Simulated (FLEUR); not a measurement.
# C (P6_3/mmc) in FLEUR: a series of runs, part 2 of 2

FLEUR MaX-R8.1 (later development tree). The steps go on from the part before.

### 3 Equation of state, revPBE, 5.33 Å³/atom (volume scaled by 0.94)

The COD entry that gives the cell may itself be a prediction, so a difference from it is no test against experiment.

Changes to inp.xml since step 2:

```diff
@@ -6,3 +6,3 @@
    <calculationSetup>
-      <cutoffs Kmax="5.19" Gmax="16.1" GmaxXC="16.1" numbands="0"/>
+      <cutoffs Kmax="5.34" Gmax="16.6" GmaxXC="16.6" numbands="0"/>
       <scfLoop itmax="60" minDistance="0.00001" maxIterBroyd="15" imix="Anderson" alpha="0.05" precondParam="0.0" spinf="2.0" sdNocoIR="T"/>
@@ -24,3 +24,3 @@
       <xi:include xmlns:xi="http://www.w3.org/2001/XInclude" href="sym.xml"> </xi:include>
-      <bulkLattice scale="1.0">
+      <bulkLattice scale="0.9795861087">
          <bravaisMatrix>
@@ -34,3 +34,3 @@
       <species name="Carbon (C)" element="C" atomicNumber="6">
-         <mtSphere radius="1.35" gridPoints="447" logIncrement="0.023"/>
+         <mtSphere radius="1.31" gridPoints="447" logIncrement="0.023"/>
          <atomicCutoffs lmax="8" lnonsphr="6"/>
```

Potentials or basis: all-electron, FLAPW.

The run is started by

```sh
> inpgen -f crystal.txt -profile fastHighL
> # inp.xml edited to the form shown
> fleur_MPI
```

The log of the run:

```text
Welcome to FLEUR        (www.flapw.de)
      MaX-Release 8.1          (www.max-centre.eu)

 ========== k-point set info ==========
 Selected k-point list: default-1
 k-point list type: mesh
 12 x 12 x 3
 Number of k points: 38

 ------------Calculation Setup---------------------------
 Number of MPI-tasks      :            1
 Number of PE/node        :            1
 Number of OMP-threads    :            1
 Most efficient MPI parallelization for:
           1           2          19          38
 Additional eigenvalue parallelization possible
 Number of basis functions:         1314
 Approximate size of matrices (H+S) per k-point:         0.026 GB
 --------------------------------------------------------
 Iteration:     1   Distance:      27.79347107 me/bohr^3
 Iteration:     2   Distance:      26.17902272 me/bohr^3
 Iteration:     3   Distance:       3.84748463 me/bohr^3
 Iteration:     4   Distance:       2.47610921 me/bohr^3
 Iteration:     5   Distance:       0.33445426 me/bohr^3
 Iteration:     6   Distance:       0.22848948 me/bohr^3
 Iteration:     7   Distance:       0.17184690 me/bohr^3
 Iteration:     8   Distance:       0.03328957 me/bohr^3
 Iteration:     9   Distance:       0.03249718 me/bohr^3
 Iteration:    10   Distance:       0.02201700 me/bohr^3
 Iteration:    11   Distance:       0.00500695 me/bohr^3
 Iteration:    12   Distance:       0.00063869 me/bohr^3
 Iteration:    13   Distance:       0.00022169 me/bohr^3
 Iteration:    14   Distance:       0.00002928 me/bohr^3
 Iteration:    15   Distance:       0.00003507 me/bohr^3
 Iteration:    16   Distance:       0.00003277 me/bohr^3
 Iteration:    17   Distance:       0.00000316 me/bohr^3

 ********************************************************************
 Run finished successfully
 Stop message:
   all done
 ********************************************************************
```

out.xml (last iteration):

```text
<iteration numberForCurrentRun="   17" overallNumber="   17">
         <energyParameters units="Htr">
            <atomicEP atomType="1" spin="1" branch="2s" branchLowest="-9.27" branchHighest="3.10" value="-0.2862566631"/>
            <atomicEP atomType="1" spin="1" branch="2p" branchLowest="-9.99" branchHighest="2.56" value="-0.0947179777"/>
            <atomicEP atomType="1" spin="1" branch="3d" branchLowest="-9.99" branchHighest="7.42" value="0.1049809281"/>
[... 127 lines left out ...]
            </atomTypeDependentContributions>
            <tkbTimesEntropy value="0.0000000000"/>
            <freeEnergy value="-457.5606872376"/>
            <extrapolationTo0K value="-457.5606872376"/>
         </totalEnergy>
         <densityConvergence units="me/bohr^3">
            <chargeDensity spin="1" distance="0.0000031583"/>
         </densityConvergence>
      </iteration>
```

Run time: 8.6 min. Hardware: 1 thread of Arm Neoverse V2, shared host; peak memory 0.13 GiB.

What came out:

```yaml
Free_energy: -12450.8606 eV
Band_gap_on_the_k_mesh: 4.54 eV, indirect (least direct gap 5.46 eV)
Valence_electrons_inside_the_program's_atomic_spheres: C 2.01, 2.02 (radii C 1.31 bohr)
```

Caveat: an odd mesh through Γ misses points on the zone boundary, where band edges often lie.

### 4 Equation of state, revPBE, 5.45 Å³/atom (volume scaled by 0.96)

Changes to inp.xml since step 3:

```diff
@@ -24,3 +24,3 @@
       <xi:include xmlns:xi="http://www.w3.org/2001/XInclude" href="sym.xml"> </xi:include>
-      <bulkLattice scale="0.9795861087">
+      <bulkLattice scale="0.9864848297">
          <bravaisMatrix>
```

The run is started by

```sh
> inpgen -f crystal.txt -profile fastHighL
> # inp.xml edited to the form shown
> fleur_MPI
```

Wall time 8.9 min (1 thread of Arm Neoverse V2, shared host); peak memory 0.13 GiB.

It converged, with:

```
Free energy                                           : -12451.1322 eV
Band gap on the k mesh                                : 4.49 eV, indirect (least direct gap 5.41 eV)
Valence electrons inside the program's atomic spheres : C 1.99 (radii C 1.31 bohr)
```

Caveat: an odd mesh through Γ misses points on the zone boundary, where band edges often lie.

### 5 Equation of state, revPBE, 5.67 Å³/atom

Changes to inp.xml since step 4:

```diff
@@ -24,3 +24,3 @@
       <xi:include xmlns:xi="http://www.w3.org/2001/XInclude" href="sym.xml"> </xi:include>
-      <bulkLattice scale="0.9864848297">
+      <bulkLattice scale="1.0000000000">
          <bravaisMatrix>
```

The run is started by

```sh
> inpgen -f crystal.txt -profile fastHighL
> # inp.xml edited to the form shown
> fleur_MPI
```

Run time: 9.8 min. Hardware: 1 thread of Arm Neoverse V2, shared host; peak memory 0.14 GiB.

Results (log left out):

```yaml
Free_energy: -12451.4091 eV
Band_gap_on_the_k_mesh: 4.38 eV, indirect (least direct gap 5.31 eV)
Valence_electrons_inside_the_program's_atomic_spheres: C 1.96 (radii C 1.31 bohr)
```

Caveat: an odd mesh through Γ misses points on the zone boundary, where band edges often lie.

### 6 Equation of state, revPBE, 5.90 Å³/atom (volume scaled by 1.04)

Changes to inp.xml since step 5:

```diff
@@ -24,3 +24,3 @@
       <xi:include xmlns:xi="http://www.w3.org/2001/XInclude" href="sym.xml"> </xi:include>
-      <bulkLattice scale="1.0000000000">
+      <bulkLattice scale="1.0131594038">
          <bravaisMatrix>
```

Potentials or basis: all-electron, FLAPW.

The run is started by

```sh
> inpgen -f crystal.txt -profile fastHighL
> # inp.xml edited to the form shown
> fleur_MPI
```

Wall time 11 min (1 thread of Arm Neoverse V2, shared host); peak memory 0.14 GiB.

Results (log left out):

| Property | Result |
| --- | --- |
| Free energy | -12451.3800 eV |
| Band gap on the k mesh | 4.28 eV, indirect (least direct gap 5.22 eV) |
| Valence electrons inside the program's atomic spheres | C 1.92 (radii C 1.31 bohr) |

Caveat: an odd mesh through Γ misses points on the zone boundary, where band edges often lie.
